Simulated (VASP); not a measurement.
# BiS (R-3m) in VASP: notebook

Runs on BiS. Level: PBE. Tasks: relaxation of cell and atoms.

Everything below comes from runs of VASP 6.6.1. Logs are shortened: lines on timing, memory, paths and dates and some standing lists are left out, and cuts for length are marked.

### 1 Starting point

The structure is trigonal, space group R-3m (No. 166). The conventional cell has a = 4.219 Å, b = 4.219 Å, c = 10.501 Å, α = 90.00°, β = 90.00°, γ = 120.00°. Around Bi (site symmetry -3m) lie 6 S at 3.00 Å. S (site symmetry -3m) has 6 Bi at 3.00 Å as nearest neighbours.

The cell was built by a generator and needn't be a form met in nature.

### 2 Relaxation of cell and atoms, PBE

Input file INCAR:

```
PREC     = Accurate       # precision mode
ENCUT    = 900            # plane-wave cutoff, eV
EDIFF    = 1E-6           # SCF threshold, eV
ISMEAR   = -1             # smearing method
SIGMA    = 0.05           # smearing width, eV
LREAL    = False          # projectors in reciprocal space
LASPH    = True           # aspherical terms in the spheres
NELM     = 60             # most SCF steps
ALGO     = Normal         # electronic algorithm
ISIF     = 3              # what is computed and relaxed
LWAVE    = False          # write WAVECAR
LCHARG   = False          # write CHGCAR
GGA      = PE             # functional
IBRION   = 2              # ionic algorithm
NSW      = 40             # ionic steps
EDIFFG   = -0.01          # ionic threshold
```

Input file KPOINTS:

```
regular mesh
0
Gamma
  8 8 8
```

Input file POSCAR:

```
BiS
1.0
    2.1092708700      1.2177881000      3.5004874800
   -2.1092708700      1.2177881000      3.5004874800
    0.0000000000     -2.4355762100      3.5004874800
Bi S
1 1
Direct
    0.0000000000      0.0000000000      0.0000000000
    0.5000000000      0.5000000000      0.5000000000
```

Potentials or basis: VASP PAW PBE potentials, release 64 (Bi_d_GW, S_GW).

On the command line:

```sh
> cat potpaw_PBE.64/Bi_d_GW/POTCAR potpaw_PBE.64/S_GW/POTCAR > POTCAR
> mpirun -np 1 vasp_std > vasp.out
```

OUTCAR:

```text
PREC = Accurate
   ENCUT = 900
   EDIFF = 1E-6
   ISMEAR = -1
   LREAL = False
   LASPH = True
   NELM = 60
   ISIF = 3
   GGA = PE
   IBRION = 2
   NSW = 40
   EDIFFG = -0.01

 ion  position               nearest neighbor table
   1  0.000  0.000  0.000-
   2  0.500  0.500  0.500-

  LATTYP: Found a trigonal (rhomboedric) cell.
 ALAT       =     4.2644394775
 COS(alpha) =     0.5107049814

  Lattice vectors:

 A1 = (   2.1092708700,   1.2177881000,   3.5004874800)
 A2 = (  -2.1092708700,   1.2177881000,   3.5004874800)
 A3 = (   0.0000000000,  -2.4355762100,   3.5004874800)

Analysis of symmetry for initial positions (statically):
=====================================================================
 Subroutine PRICEL returns:
 Original cell was already a primitive cell.

 Routine SETGRP: Setting up the symmetry group for a
 trigonal (rhombohedral) supercell.

 Subroutine GETGRP returns: Found 12 space group operations
 (whereof 12 operations were pure point group operations)
 out of a pool of 12 trial point group operations.

The static configuration has the point symmetry D_3d.

Analysis of symmetry for dynamics (positions and initial velocities):
=====================================================================
 Subroutine PRICEL returns:
 Original cell was already a primitive cell.

 Routine SETGRP: Setting up the symmetry group for a
 trigonal (rhombohedral) supercell.

 Subroutine GETGRP returns: Found 12 space group operations
 (whereof 12 operations were pure point group operations)
 out of a pool of 12 trial point group operations.

The dynamic configuration has the point symmetry D_3d.

 Subroutine INISYM returns: Found 12 space group operations
 (whereof 12 operations are pure point group operations),
 and found     1 'primitive' translations

----------------------------------------------------------------------------------------

                                     Primitive cell

  volume of cell :      53.9491

  direct lattice vectors                    reciprocal lattice vectors
     2.109270870  1.217788100  3.500487480     0.237048739  0.136860153  0.095224832
    -2.109270870  1.217788100  3.500487480    -0.237048739  0.136860153  0.095224832
     0.000000000 -2.435576210  3.500487480     0.000000000 -0.273720307  0.095224832

  length of vectors
     4.264439477  4.264439477  4.264439479     0.289811275  0.289811275  0.289811275

  position of ions in fractional coordinates (direct lattice)
     0.000000000  0.000000000  0.000000000
     0.500000000  0.500000000  0.500000000

  ion indices of the primitive-cell ions
   primitive index   ion index
                 1           1
[... 111 lines left out ...]

--------------------------------------- Ionic step        1  -------------------------------------------

 number of electron      23.0000001 magnetization

 Free energy of the ion-electron system (eV)
  ---------------------------------------------------
  ext. energy  EPLUGINS =         0.00000000
  ---------------------------------------------------
  free energy    TOTEN  =        -8.13403313 eV

  energy without entropy =       -8.12031317  energy(sigma->0) =       -8.12717315

------------------------ aborting loop because EDIFF is reached ----------------------------------------

  FORCE on cell =-STRESS in cart. coord.  units (eV):
  Direction    XX          YY          ZZ          XY          YZ          ZX
  --------------------------------------------------------------------------------------
  -------------------------------------------------------------------------------------
  Total       -0.5040799     -0.5040799     -0.3310116      0.0000000      0.0000000      0.0000000
  in kB      -14.9701489    -14.9701489     -9.8303721      0.0000000      0.0000000      0.0000000
  external PRESSURE =     -13.2568900 kB  Pullay stress =       0.0000000 kB
[... 89 lines left out ...]
  FREE ENERGIE OF THE ION-ELECTRON SYSTEM (eV)
  ---------------------------------------------------
  free  energy   TOTEN  =        -8.1395600010 eV

  energy  without entropy=       -8.1259024672  energy(sigma->0) =       -8.13273123

 E-fermi :   4.8303     XC(G=0):  -9.9911

 val. band max:        4.8171272352   @ k =  -0.2500   0.1250  -0.0000
 cond. band min:       4.8724202810   @ k =   0.5000   0.1250   0.1250
 fundamental gap:      0.0552930458
 Fermi energy:         4.8303290347

 k-point     1 :       0.0000    0.0000    0.0000
  band No.  band energies     occupation
      1    -149.3616      2.00000
      2     -18.7929      2.00000
      3     -18.7828      2.00000
      4     -18.7828      2.00000
      5     -18.7748      2.00000
      6     -18.7748      2.00000
      7     -10.2889      2.00000
      8      -4.0571      2.00000
      9       1.0085      2.00000
     10       1.6474      2.00000
     11       1.6474      2.00000
     12       7.5377      0.00000
     13       7.5377      0.00000
     14       7.6423      0.00000
[... 403 lines left out ...]
      4     -18.7805      2.00000
      5     -18.7718      2.00000
      6     -18.7685      2.00000
      7      -9.3961      2.00000
      8      -5.6854      2.00000
      9       0.4612      2.00000
     10       2.0488      2.00000
     11       2.6502      2.00000
     12       4.3737      1.99978
     13       5.1248      0.00552
     14       6.6041      0.00000
     15      10.6945      0.00000

 [... further k-points ...]

[... ionic steps 4 to 10 ...]

--------------------------------------- Ionic step       11  -------------------------------------------

 number of electron      23.0000001 magnetization

------------------------ aborting loop because EDIFF is reached ----------------------------------------
[... 67 lines left out ...]
--------------------------------------- Ionic step       13  -------------------------------------------

 number of electron      23.0000000 magnetization

 Free energy of the ion-electron system (eV)
  ---------------------------------------------------
  ext. energy  EPLUGINS =         0.00000000
  ---------------------------------------------------
  free energy    TOTEN  =        -8.24733118 eV

  energy without entropy =       -8.24175613  energy(sigma->0) =       -8.24454366

 E-fermi :   5.1229     XC(G=0): -10.1795

 val. band max:        5.0688062910   @ k =   0.2500   0.2500   0.0000
 cond. band min:       5.1332871216   @ k =  -0.2500  -0.2500   0.1250
 fundamental gap:      0.0644808306
 Fermi energy:         5.1229372246

 k-point     1 :       0.0000    0.0000    0.0000
  band No.  band energies     occupation
      1    -149.1599      2.00000
      2     -18.6185      2.00000
      3     -18.5794      2.00000
      4     -18.5794      2.00000
      5     -18.5716      2.00000
      6     -18.5716      2.00000
      7     -10.1071      2.00000
      8      -4.0667      2.00000
      9       0.3358      2.00000
     10       2.5791      2.00000
     11       2.5791      2.00000
     12       8.1797      0.00000
     13       8.1797      0.00000
     14       8.3901      0.00000
[... 444 lines left out ...]
  FREE ENERGIE OF THE ION-ELECTRON SYSTEM (eV)
  ---------------------------------------------------
  free  energy   TOTEN  =        -8.2473311817 eV

  energy  without entropy=       -8.2417561294  energy(sigma->0) =       -8.24454366

 reached required accuracy - stopping structural energy minimisation
```

OSZICAR:

```text
N       E                     dE             d eps       ncg     rms          rms(c)
DAV:   1     0.230228443945E+03    0.23023E+03   -0.15719E+04  2223   0.332E+03
[... 110 lines left out ...]
DAV:   1    -0.862958508696E+01   -0.39855E+00   -0.20526E+01  2447   0.240E+02    0.352E+00
DAV:   2    -0.835234564685E+01    0.27724E+00   -0.16121E+00  3142   0.287E+01    0.170E+00
DAV:   3    -0.825176979916E+01    0.10058E+00   -0.33672E-01  2510   0.188E+01    0.376E-01
DAV:   4    -0.824832826955E+01    0.34415E-02   -0.12196E-02  3030   0.220E+00    0.247E-01
DAV:   5    -0.824735136949E+01    0.97690E-03   -0.16955E-03  3317   0.894E-01    0.487E-02
DAV:   6    -0.824733381444E+01    0.17555E-04   -0.94222E-05  3151   0.276E-01    0.208E-02
DAV:   7    -0.824733102597E+01    0.27885E-05   -0.81480E-06  3148   0.606E-02    0.219E-03
DAV:   8    -0.824733118166E+01   -0.15569E-06   -0.41309E-07  1199   0.128E-02
  13 F= -.82473312E+01 E0= -.82445437E+01  d E =-.179285E-03
```

Wall time 9.4 min (1 thread of Intel Xeon 6975P-C (Granite Rapids), shared host); peak memory 0.43 GiB.

Results:

```
Free energy                            : -8.2473 eV
Relaxed volume                         : 25.27 Å³/atom
Relaxed cell                           : a = 4.545 Å, b = 4.545 Å, c = 4.545 Å, α = 49.90°, β = 49.90°, γ = 49.90°
Space group after relaxing (to 0.05 Å) : R-3m (No. 166)
Energy gained by relaxing              : 56.6 meV/atom
Ionic steps                            : 13
Pressure after relaxing                : 0.0 GPa
Band gap on the k mesh                 : none (metal or under the smearing width)
```

The path:
| step | energy change (eV) | largest force (eV/Å) | pressure (GPa) | volume (Å³) |
| --- | --- | --- | --- | --- |
| 1 | 0.0000 | 0.0000 | -1.33 | 53.95 |
| 2 | -0.0048 | 0.0000 | 0.60 | 52.22 |
| 3 | -0.0055 | 0.0000 | 0.04 | 52.68 |
| 4 | -0.0055 | 0.0000 | 0.07 | 52.65 |
| 5 | -0.0066 | 0.0000 | 0.09 | 52.62 |
| 6 | -0.0110 | 0.0000 | 0.13 | 52.53 |
| 7 | -0.0252 | 0.0000 | 0.09 | 52.31 |
| 8 | -0.0721 | 0.0000 | -0.05 | 51.74 |
| 9 | -0.1046 | 0.0000 | -0.26 | 50.18 |
| 10 | -0.1122 | 0.0000 | -0.25 | 50.87 |
| 11 | -0.1131 | 0.0000 | -0.23 | 50.73 |
| 12 | -0.0970 | 0.0000 | 2.55 | 48.46 |
| 13 | -0.1133 | 0.0000 | -0.01 | 50.54 |

Final structure:
```xyz
2
Lattice="1.9171 1.1069 3.9694 -1.9171 1.1069 3.9694 0.0000 -2.2137 3.9694" Properties=species:S:1:pos:R:3 pbc="T T T"
Bi    0.0000    0.0000    0.0000
S     0.0000    0.0000    5.9541
```

Caveat: spin-orbit coupling is left out, which moves the levels of the heavy elements.

### 3 Relaxation of cell and atoms, PBE

INCAR is that of step 2.

KPOINTS is that of step 2.

POSCAR is that of step 2.

Potentials or basis: VASP PAW PBE potentials, release 64 (Bi_d, S_h).

On the command line:

```sh
> cat potpaw_PBE.64/Bi_d/POTCAR potpaw_PBE.64/S_h/POTCAR > POTCAR
> mpirun -np 1 vasp_std > vasp.out
```

Wall time 7.7 min (1 thread of Intel Xeon 6975P-C (Granite Rapids), shared host); peak memory 0.36 GiB.

The run converged. Its results:

| Item | Value |
| --- | --- |
| Free energy | -8.2557 eV |
| Relaxed volume | 25.25 Å³/atom |
| Relaxed cell | a = 4.547 Å, b = 4.547 Å, c = 4.547 Å, α = 49.83°, β = 49.83°, γ = 49.83° |
| Space group after relaxing (to 0.05 Å) | R-3m (No. 166) |
| Energy gained by relaxing | 56.9 meV/atom |
| Ionic steps | 13 |
| Pressure after relaxing | 0.0 GPa |
| Band gap on the k mesh | none (metal or under the smearing width) |

The path:
| step | energy change (eV) | largest force (eV/Å) | pressure (GPa) | volume (Å³) |
| --- | --- | --- | --- | --- |
| 1 | 0.0000 | 0.0000 | -1.34 | 53.95 |
| 2 | -0.0049 | 0.0000 | 0.62 | 52.20 |
| 3 | -0.0056 | 0.0000 | 0.07 | 52.67 |
| 4 | -0.0067 | 0.0000 | 0.07 | 52.64 |
| 5 | -0.0113 | 0.0000 | 0.10 | 52.53 |
| 6 | -0.0263 | 0.0000 | 0.11 | 52.30 |
| 7 | -0.0751 | 0.0000 | -0.03 | 51.70 |
| 8 | -0.1013 | 0.0000 | -0.17 | 50.03 |
| 9 | -0.1126 | 0.0000 | -0.22 | 50.85 |
| 10 | -0.1137 | 0.0000 | -0.23 | 50.69 |
| 11 | -0.1137 | 0.0000 | -0.20 | 50.64 |
| 12 | -0.0993 | 0.0000 | 2.63 | 48.78 |
| 13 | -0.1139 | 0.0000 | 0.02 | 50.49 |

Final structure:
```xyz
2
Lattice="1.9154 1.1059 3.9728 -1.9154 1.1059 3.9728 0.0000 -2.2117 3.9728" Properties=species:S:1:pos:R:3 pbc="T T T"
Bi    0.0000    0.0000    0.0000
S     0.0000    0.0000    5.9593
```

Levels at points of the mesh, in eV from the Fermi level:
| k point | band 6 | band 7 | band 8 | band 9 | band 10 | band 11 | band 12 | band 13 | band 14 |
| --- | --- | --- | --- | --- | --- | --- | --- | --- | --- |
| (0.00, 0.00, 0.00) | -15.23 | -9.19 | -4.80 | -2.53 | -2.53 | 3.07 | 3.07 | 3.28 | 4.30 |
| (0.50, 0.00, 0.00) | -13.29 | -11.52 | -3.54 | -2.61 | -2.61 | -2.17 | -0.43 | 0.05 | 6.77 |
| (0.50, 0.50, 0.00) | -13.24 | -10.44 | -6.64 | -5.42 | -3.88 | 2.36 | 2.76 | 3.20 | 4.44 |
| (0.50, 0.50, 0.50) | -13.73 | -12.55 | -2.18 | -2.18 | -1.10 | -0.18 | 1.23 | 1.23 | 7.25 |

Caveat: spin-orbit coupling is left out, which moves the levels of the heavy elements.
